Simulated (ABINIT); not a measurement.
# Quasiparticle gap of AlN (P6_3mc) in ABINIT, part 2 of 3

Aim: the G0W0 gap of AlN (P6_3mc) on PBE, step by step.

ABINIT 10.8.3; PBE and many-body steps on it, plane waves. Known limits of the many-body steps: not at the basis limit.

So far. Step 2 (Ground state): The gap is direct, at Γ.

The database entry behind the starting cell differs from later determinations by our own check (inner coordinate u about 0.002 short), so it need not match the best structure at ambient conditions.

## (3) Bands along the symmetry lines

Level of this step: DFT, PBE, plane waves, norm-conserving pseudopotentials (ABINIT).

The cheap functional maps the bands first; the places of the edges decide which points the dearer methods must see.

File run.abi:

```
acell 3*1.0 Angstrom
rprim 
  3.113000000011 -0.000000000003 0.000000000000
  -1.556500000003 2.695937081992 0.000000000000
  0.000000000000 0.000000000000 4.981000000000
ntypat 2
znucl 13 7
natom 4
typat 1 1 2 2
xred 
  0.333333333333 0.666666666667 0.000000000000
  0.666666666667 0.333333333333 0.500000000000
  0.333333333333 0.666666666667 0.380000000000
  0.666666666667 0.333333333333 0.880000000000
pp_dirpath "pseudos"
pseudos "Al.upf, N.upf"
ecut 36
iscf -2
irdden 1
kptopt 0
nkpt 75
kpt 
  0.00000000 0.00000000 0.00000000
  0.06250000 0.00000000 0.00000000
  0.12500000 0.00000000 0.00000000
  0.18750000 0.00000000 0.00000000
  0.25000000 0.00000000 0.00000000
  0.31250000 0.00000000 0.00000000
  0.37500000 0.00000000 0.00000000
  0.43750000 0.00000000 0.00000000
  0.50000000 0.00000000 0.00000000
  0.47916667 0.04166667 0.00000000
  0.45833333 0.08333333 0.00000000
  0.43750000 0.12500000 0.00000000
  0.41666666 0.16666666 0.00000000
  0.39583333 0.20833333 0.00000000
  0.37500000 0.25000000 0.00000000
  0.35416666 0.29166666 0.00000000
  0.33333333 0.33333333 0.00000000
  0.29166666 0.29166666 0.00000000
  0.25000000 0.25000000 0.00000000
  0.20833333 0.20833333 0.00000000
  0.16666666 0.16666666 0.00000000
  0.12500000 0.12500000 0.00000000
  0.08333333 0.08333333 0.00000000
  0.04166667 0.04166667 0.00000000
  0.00000000 0.00000000 0.00000000
  0.00000000 0.00000000 0.06250000
  0.00000000 0.00000000 0.12500000
  0.00000000 0.00000000 0.18750000
  0.00000000 0.00000000 0.25000000
  0.00000000 0.00000000 0.31250000
  0.00000000 0.00000000 0.37500000
  0.00000000 0.00000000 0.43750000
  0.00000000 0.00000000 0.50000000
  0.06250000 0.00000000 0.50000000
  0.12500000 0.00000000 0.50000000
  0.18750000 0.00000000 0.50000000
  0.25000000 0.00000000 0.50000000
  0.31250000 0.00000000 0.50000000
  0.37500000 0.00000000 0.50000000
  0.43750000 0.00000000 0.50000000
  0.50000000 0.00000000 0.50000000
  0.47916667 0.04166667 0.50000000
  0.45833333 0.08333333 0.50000000
  0.43750000 0.12500000 0.50000000
  0.41666666 0.16666666 0.50000000
  0.39583333 0.20833333 0.50000000
  0.37500000 0.25000000 0.50000000
  0.35416666 0.29166666 0.50000000
  0.33333333 0.33333333 0.50000000
  0.29166666 0.29166666 0.50000000
  0.25000000 0.25000000 0.50000000
  0.20833333 0.20833333 0.50000000
  0.16666666 0.16666666 0.50000000
  0.12500000 0.12500000 0.50000000
  0.08333333 0.08333333 0.50000000
  0.04166667 0.04166667 0.50000000
  0.00000000 0.00000000 0.50000000
  0.50000000 0.00000000 0.50000000
  0.50000000 0.00000000 0.43750000
  0.50000000 0.00000000 0.37500000
  0.50000000 0.00000000 0.31250000
  0.50000000 0.00000000 0.25000000
  0.50000000 0.00000000 0.18750000
  0.50000000 0.00000000 0.12500000
  0.50000000 0.00000000 0.06250000
  0.50000000 0.00000000 0.00000000
  0.33333333 0.33333333 0.50000000
  0.33333333 0.33333333 0.43750000
  0.33333333 0.33333333 0.37500000
  0.33333333 0.33333333 0.31250000
  0.33333333 0.33333333 0.25000000
  0.33333333 0.33333333 0.18750000
  0.33333333 0.33333333 0.12500000
  0.33333333 0.33333333 0.06250000
  0.33333333 0.33333333 0.00000000
istwfk *1
nband 19
nbdbuf 6
tolwfr 1e-07
nstep 50
prtwf 0
prtvol 0
indata_prefix "in"
outdata_prefix "out"
tmpdata_prefix "tmp"
```

Launch:

```console
> OMP_NUM_THREADS=1 mpirun -n 4 abinit run.abi > log
```

Numbers of over 12 decimals in the logs are rounded to 6 here.

The log of the run:

```text
.Version 10.8.3 of ABINIT. v10.8.2 released Aug 2026.

 Symmetries : space group P6_3 m c (#186); Bravais hP (primitive hexag.)
[... echo of the input left out ...]
== DATASET  1 ==================================================================
-   mpi_nproc: 4, omp_nthreads: 1 (-1 if OMP is not activated)

--- !DatasetInfo
iteration_state: {dtset: 1, }
dimensions: {natom: 4, nkpt: 75, mband: 19, nsppol: 1, nspinor: 1, nspden: 1, mpw: 2937, }
cutoff_energies: {ecut:  36.0, pawecutdg:  -1.0, }
electrons: {nelect:   1.60000000E+01, charge:   0.00000000E+00, occopt:   1.00000000E+00, tsmear:   1.00000000E-02, }

 Real(R)+Recip(G) space primitive vectors, cartesian coordinates (Bohr,Bohr^-1):
 R(1)=  5.8827174  0.0000000  0.0000000  G(1)=  0.1699895  0.0981435  0.0000000
 R(2)= -2.9413587  5.0945827  0.0000000  G(2)=  0.0000000  0.1962869  0.0000000
 R(3)=  0.0000000  0.0000000  9.4127258  G(3)=  0.0000000  0.0000000  0.1062392
 Unit cell volume ucvol=  2.8209931E+02 bohr^3
 Angles (23,13,12)=  9.00000000E+01  9.00000000E+01  1.20000000E+02 degrees

 getcut: wavevector=  0.0000  0.0000  0.0000  ngfft=  32  32  54
         ecut(hartree)=     36.000   => boxcut(ratio)=   2.01398

--- Pseudopotential description ------------------------------------------------
- Al Generated using ONCVPSP code by D. R. Hamann
- 13.00000   3.00000  171031                  znucl, zion, pspdat
12 -101130 2 -1 1876                          pspcod,pspxc,lmax,lloc,mmax
     nproj     2     2     2
  pspatm : epsatm=    4.08140545
         --- l  ekb(1:nproj) -->
             0    5.126667    0.728291
             1    7.287548    0.832437
             2   -2.770497   -0.637722
 pspatm: atomic psp has been read  and splines computed

- N Generated using ONCVPSP code by D. R. Hamann
-  7.00000   5.00000  171031                  znucl, zion, pspdat
12 -101130 1 -1 1058                          pspcod,pspxc,lmax,lloc,mmax
     nproj     2     2     0
  pspatm : epsatm=    5.20977870
         --- l  ekb(1:nproj) -->
[...]
pspatm: atomic psp has been read  and splines computed

--------------------------------------------------------------------------------

================================================================================
 prteigrs : about to open file out_EIG
 Non-SCF case, kpt    1 (  0.00000  0.00000  0.00000), residuals and eigenvalues=
  1.20E-08  9.49E-08  8.91E-08  2.07E-08  3.40E-08  5.82E-08  8.24E-08  3.48E-08
  9.08E-09  2.99E-08  3.61E-08  4.49E-08  9.69E-08  7.15E-08  5.79E-08  3.96E-08
[...]
-3.6127E-01 -2.8223E-01 -2.4254E-02  1.6476E-01  1.6476E-01  1.8869E-01
  1.8869E-01  1.9530E-01  3.5040E-01  4.4063E-01  5.8456E-01  6.0656E-01
  6.0656E-01  6.7958E-01  6.7973E-01  6.7973E-01  7.2946E-01  7.2946E-01
  7.3973E-01
 Non-SCF case, kpt    2 (  0.06250  0.00000  0.00000), residuals and eigenvalues=
[...]
7.7248E-01
 Non-SCF case, kpt    3 (  0.12500  0.00000  0.00000), residuals and eigenvalues=
[...]
8.0526E-01
[...]
Non-SCF case, kpt   74 (  0.33333  0.33333  0.06250), residuals and eigenvalues=
[...]
8.8144E-01
 Non-SCF case, kpt   75 (  0.33333  0.33333  0.00000), residuals and eigenvalues=
[...]
1.0816E-01  1.0816E-01  3.8180E-01  5.0314E-01  5.5167E-01  5.5167E-01
  6.1993E-01  6.1993E-01  6.7792E-01  7.3407E-01  7.3407E-01  8.8212E-01
  8.8705E-01

--- !ResultsGS
iteration_state: {dtset: 1, }
comment   : Summary of ground state results
lattice_vectors:
- [  5.8827174,  -0.0000000,   0.0000000, ]
- [ -2.9413587,   5.0945827,   0.0000000, ]
- [  0.0000000,   0.0000000,   9.4127258, ]
lattice_lengths: [   5.88272,    5.88272,    9.41273, ]
lattice_angles: [ 90.000,  90.000, 120.000, ] # degrees, (23, 13, 12)
lattice_volume:   2.8209931E+02
convergence: {deltae:  0.000E+00, res2:  0.000E+00, residm:  9.989E-08, diffor:  0.000E+00, }
etotal    :  -2.55880884E+01
entropy   :   0.00000000E+00
fermie    :   1.95302428E-01
cartesian_stress_tensor: null
pressure_GPa: null
xred      :
- [  3.3333E-01,   6.6667E-01,   1.1102E-16, Al]
- [  6.6667E-01,   3.3333E-01,   5.0000E-01, Al]
- [  3.3333E-01,   6.6667E-01,   3.8000E-01,  N]
- [  6.6667E-01,   3.3333E-01,   8.8000E-01,  N]
cartesian_forces: null
force_length_stats: {min: null, max: null, mean: null, }

 Integrated electronic density in atomic spheres:
 ------------------------------------------------
 Atom  Sphere_radius  Integrated_density
[...]
================================================================================

 ----iterations are completed or convergence reached----

 Mean square residual over all n,k,spin=   44.902E-09; max=  99.889E-09
 reduced coordinates (array xred) for    4 atoms
[...]
cartesian coordinates (angstrom) at end:
    1      1.67e-12     1.797291     0.000000
    2      1.556500     0.898646     2.490500
    3      1.67e-12     1.797291     1.892780
    4      1.556500     0.898646     4.383280
 length scales=  1.889726125908  1.889726125908  1.889726125908 bohr
              =  1.000000000000  1.000000000000  1.000000000000 angstroms
 prteigrs : about to open file out_EIG
 Eigenvalues (hartree) for nkpt=  75  k points:
 kpt#   1, nband= 19, wtk=  1.00000, kpt=  0.0000  0.0000  0.0000 (reduced coord)
[...]
kpt#   2, nband= 19, wtk=  1.00000, kpt=  0.0625  0.0000  0.0000 (reduced coord)
[...]
kpt#   3, nband= 19, wtk=  1.00000, kpt=  0.1250  0.0000  0.0000 (reduced coord)
[...]
kpt#  74, nband= 19, wtk=  1.00000, kpt=  0.3333  0.3333  0.0625 (reduced coord)
[...]
0.73645    0.88113    0.88144
 kpt#  75, nband= 19, wtk=  1.00000, kpt=  0.3333  0.3333  0.0000 (reduced coord)
  -0.26958   -0.26958    0.01933    0.05738    0.05738    0.10651    0.10816    0.10816
   0.38180    0.50314    0.55167    0.55167    0.61993    0.61993    0.67792    0.73407
   0.73407    0.88212    0.88705

== END DATASET(S) ==============================================================
================================================================================

 -outvars: echo values of variables after computation  --------
            nband          19
             nkpt          75
          spgroup         186
 [... the other variables as echoed above ...]

 Calculation completed.
```

Elapsed: 8.9 s, on 4 MPI ranks of Arm Neoverse V2, shared host; peak memory 0.31 GiB; 35 s of CPU time.

Numbers from this step:

| Property | Result |
| --- | --- |
| gap | 4.220 eV |
| k of the valence top | 0, 0, 0 |
| k of the conduction bottom | 0, 0, 0 |
| least direct gap | 4.220 eV |

The gap is 4.220 eV, as in the run before at this level.

Electronic bands along the path, in eV, zero at the top of the highest filled band; v1 is the highest filled band, c1 the lowest empty one:

```tsv
point	v4	v3	v2	v1	c1	c2	c3	c4
Γ	-0.83	-0.18	-0.18	0.00	4.22	6.68	10.59	11.19
halfway	-2.43	-1.54	-0.44	-0.38	6.21	7.63	8.10	10.04
M	-3.33	-2.06	-1.77	-0.66	5.83	5.84	8.21	10.30
halfway	-3.07	-2.97	-1.86	-1.49	5.54	7.17	8.88	10.08
K	-3.75	-2.42	-2.37	-2.37	5.07	8.38	9.70	9.70
halfway	-3.35	-1.67	-0.86	-0.59	6.85	7.48	8.57	9.14
Γ	-0.83	-0.18	-0.18	0.00	4.22	6.68	10.59	11.19
halfway	-0.74	-0.74	-0.28	-0.28	5.17	6.79	10.27	11.16
A	-0.51	-0.51	-0.51	-0.51	6.47	6.47	10.35	10.35
halfway	-1.58	-1.58	-1.01	-1.01	6.55	6.55	9.52	9.52
L	-1.44	-1.44	-1.35	-1.35	5.34	5.34	9.32	9.32
halfway	-2.72	-2.72	-0.92	-0.92	6.19	6.19	9.25	9.25
H	-3.83	-3.83	-0.78	-0.78	7.44	7.44	7.88	7.88
halfway	-1.80	-1.80	-1.20	-1.20	6.74	6.74	9.49	9.49
A	-0.51	-0.51	-0.51	-0.51	6.47	6.47	10.35	10.35
jump to L	-1.44	-1.44	-1.35	-1.35	5.34	5.34	9.32	9.32
halfway	-2.55	-1.89	-1.19	-0.91	5.09	5.93	9.37	9.47
M	-3.33	-2.06	-1.77	-0.66	5.83	5.84	8.21	10.30
jump to H	-3.83	-3.83	-0.78	-0.78	7.44	7.44	7.88	7.88
halfway	-4.41	-2.91	-1.46	-1.46	5.91	8.23	8.70	8.70
K	-3.75	-2.42	-2.37	-2.37	5.07	8.38	9.70	9.70
```

## (4) Empty states on the mesh, 6×6×4 mesh, 159 bands

The sums over transitions need many empty states on a uniform mesh; this step solves for them.

File run.abi:

```
acell 3*1.0 Angstrom
rprim 
  3.113000000011 -0.000000000003 0.000000000000
  -1.556500000003 2.695937081992 0.000000000000
  0.000000000000 0.000000000000 4.981000000000
ntypat 2
znucl 13 7
natom 4
typat 1 1 2 2
xred 
  0.333333333333 0.666666666667 0.000000000000
  0.666666666667 0.333333333333 0.500000000000
  0.333333333333 0.666666666667 0.380000000000
  0.666666666667 0.333333333333 0.880000000000
pp_dirpath "pseudos"
pseudos "Al.upf, N.upf"
ecut 36
ngkpt 6 6 4
nshiftk 1
shiftk 0 0 0
kptopt 1
chksymbreak 0
irdden 1
istwfk *1
nband 159
prtvol 0
optdriver 6
gwr_task "HDIAGO"
paral_kgb 0
occopt 1
indata_prefix "in"
outdata_prefix "out"
tmpdata_prefix "tmp"
```

The log of the run:

```text
[banner, memory and clock lines left out]
.Version 10.8.3 of ABINIT. v10.8.2 released Aug 2026.

 Symmetries : space group P6_3 m c (#186); Bravais hP (primitive hexag.)
[... echo of the input left out ...]
== DATASET  1 ==================================================================
-   mpi_nproc: 4, omp_nthreads: 1 (-1 if OMP is not activated)

--- !DatasetInfo
iteration_state: {dtset: 1, }
dimensions: {natom: 4, nkpt: 21, mband: 159, nsppol: 1, nspinor: 1, nspden: 1, mpw: 2934, }
cutoff_energies: {ecut:  36.0, pawecutdg:  -1.0, }
electrons: {nelect:   1.60000000E+01, charge:   0.00000000E+00, occopt:   1.00000000E+00, tsmear:   1.00000000E-02, }

.Using double precision arithmetic; gwpc =  8

- Reading GS density from: in_DEN

--- Pseudopotential description ------------------------------------------------
- Al Generated using ONCVPSP code by D. R. Hamann
- 13.00000   3.00000  171031                  znucl, zion, pspdat
12 -101130 2 -1 1876                          pspcod,pspxc,lmax,lloc,mmax
     nproj     2     2     2
  pspatm : epsatm=    4.08140545
         --- l  ekb(1:nproj) -->
             0    5.126667    0.728291
             1    7.287548    0.832437
             2   -2.770497   -0.637722
 pspatm: atomic psp has been read  and splines computed

- N Generated using ONCVPSP code by D. R. Hamann
-  7.00000   5.00000  171031                  znucl, zion, pspdat
12 -101130 1 -1 1058                          pspcod,pspxc,lmax,lloc,mmax
     nproj     2     2     0
  pspatm : epsatm=    5.20977870
         --- l  ekb(1:nproj) -->
             0    7.494509    0.636305
             1   -4.293905   -1.006988
 pspatm: atomic psp has been read  and splines computed

   2.97317893E+02                                ecore*ucvol(ha*bohr**3)

 Total charge density [el/Bohr^3]
)     Maximum=    5.3940E-01  at reduced coord.    0.7813    0.4063    0.8889
)     Minimum=    1.6705E-03  at reduced coord.    0.3125    0.6563    0.0000
   Integrated=    1.6000E+01

 === KS gaps after direct diagonalization ===
 Direct band gap semiconductor
 Fundamental gap:     4.220 (eV)
   VBM:     5.314 (eV) at k: [ 0.0000E+00,  0.0000E+00,  0.0000E+00]
   CBM:     9.535 (eV) at k: [ 0.0000E+00,  0.0000E+00,  0.0000E+00]
 Direct gap:         4.220 (eV) at k: [ 0.0000E+00,  0.0000E+00,  0.0000E+00]

== END DATASET(S) ==============================================================

 -outvars: echo values of variables after computation  --------
           etotal      0.0000000000E+00
            nband         159
             nkpt          21
          spgroup         186
 [... the other variables as echoed above ...]

 Calculation completed.
```

Run time: 82 s. Hardware: 4 MPI ranks; peak memory 2.1 GiB; 5.4 min of CPU time.

Numbers from this step:

```yaml
gap: 4.220 eV
k_of_the_valence_top: 0, 0, 0
k_of_the_conduction_bottom: 0, 0, 0
least_direct_gap: 4.220 eV
k_points_computed: 21
lowest_point_of_the_top_converged_band_above_the_valence_top: 117.7821 eV
```

On this mesh the gap is 4.220 eV.

## (5) Screening, 6×6×4 mesh, 151 bands, screening to 179.6 eV

The RPA dielectric matrix is built and inverted for each q.

This step: RPA screening on PBE, plane waves, norm-conserving pseudopotentials.

Edit run.abi of step 4 so:

```diff
@@ -22,10 +22,11 @@
 chksymbreak 0
-irdden 1
 istwfk *1
-nband 159
-prtvol 0
-optdriver 6
-gwr_task "HDIAGO"
-paral_kgb 0
 occopt 1
+irdwfk 1
+optdriver 3
+nband 151
+ecuteps 6.6
+inclvkb 2
+awtr 1
+symchi 1
 indata_prefix "in"
```

The log of the run:

```text
.Version 10.8.3 of ABINIT. v10.8.2 released Aug 2026.

 Symmetries : space group P6_3 m c (#186); Bravais hP (primitive hexag.)
[... echo of the input left out ...]
== DATASET  1 ==================================================================
-   mpi_nproc: 4, omp_nthreads: 1 (-1 if OMP is not activated)

--- !DatasetInfo
iteration_state: {dtset: 1, }
dimensions: {natom: 4, nkpt: 21, mband: 151, nsppol: 1, nspinor: 1, nspden: 1, mpw: 2934, }
cutoff_energies: {ecut:  36.0, pawecutdg:  -1.0, }
electrons: {nelect:   1.60000000E+01, charge:   0.00000000E+00, occopt:   1.00000000E+00, tsmear:   1.00000000E-02, }

 SCREENING: Calculation of the susceptibility and dielectric matrices

 Based on a program developped by R.W. Godby, V. Olevano, G. Onida, and L. Reining.
 Incorporated in ABINIT by V. Olevano, G.-M. Rignanese, and M. Torrent.
.Using double precision arithmetic ; gwpc =  8

[... cell and pseudopotentials left out ...]
--------------------------------------------------------------------------------

 ==== K-mesh for the wavefunctions ====
 Number of points in the irreducible wedge :    21
[... list of points left out ...]
 Together with 12 symmetry operations and time-reversal symmetry
 yields   144 points in the full Brillouin Zone.

 ==== Q-mesh for the screening function ====
 Number of points in the irreducible wedge :    21
[... list of points left out ...]
 Together with 12 symmetry operations and time-reversal symmetry
 yields   144 points in the full Brillouin Zone.

 setmesh: FFT mesh size selected  =    20x   20x   36
          total number of points  =        14400

 vcoul_init : cutoff-mode = AUXILIARY_FUNCTION
 q-points for optical limit:   1
     1)      0.000010    0.000020    0.000030

- screening: taking advantage of time-reversal symmetry
- Maximum band index for partially occupied states nbvw = 8
- Remaining bands to be divided among processors   nbcw = 143
- Number of bands treated by each node ~35

 Number of electrons calculated from density =   16.0000; Expected =   16.0000
 average of density, n =  0.056718
 r_s =    1.6146
 omega_plasma =   22.9728 [eV]

 calculating chi0 at frequencies [eV] :
  1    0.000000E+00    0.000000E+00
  2    0.000000E+00    2.297283E+01

--------------------------------------------------------------------------------
  q-point number  1        q = ( 0.000000, 0.000000, 0.000000) [r.l.u.]
--------------------------------------------------------------------------------
[... chi0 elements left out ...]
 For q-point:  0.000010 0.000020 0.000030
  dielectric constant =   4.2156
  dielectric constant without local fields =   4.6422

  Average fulfillment of the sum rule on Im[epsilon] for q-point    1 :     87.45  [%]
[... wings left out ...]
  q-point number  2        q = ( 0.166667, 0.000000, 0.000000) [r.l.u.]
--------------------------------------------------------------------------------
[... chi0 elements left out ...]
  Average fulfillment of the sum rule on Im[epsilon] for q-point    2 :     92.84  [%]

 [... 19 further q-points ...]
```

Elapsed: 1.8 min, on 4 MPI ranks; peak memory 1.3 GiB.

This step gave:

```yaml
eps_infinity_with_local_fields_on_this_mesh_along_the_program_s_q_direction: 4.216
the_same_without_local_fields: 4.642
plasma_frequency: 22.97 eV
plane_waves_in_the_screening_matrix: 233
```

Local fields lower ε∞ by 9 %.

[end of part 2 of 3]

[Paths, hosts, dates, memory and timing lines, banners, echoed tables and standing remarks are left out of the program output.]

[Logs are printed without paths, hosts, clocks, repeated set-up lines and the standing remarks that a program may print on its own settings, such as how far it seeks lower states.]

[Runs of the session that timed out or met a known fault of the program may be left out.]

[Hosts, paths, dates, database ids (printed as entryN), source tags and the programs' standing remarks are cut or masked in the printed files.]

[G0W0 gaps are taken among the corrected bands and points alone; a level outside them can change the order at an edge.]

[Where Ansatz stands beside ABINIT at settings called matched, ABINIT's density can come from a denser mesh and the files from another edition; pairs whose starting gaps differed by over 0.03 eV were left out, so agreement reads better than it is.]
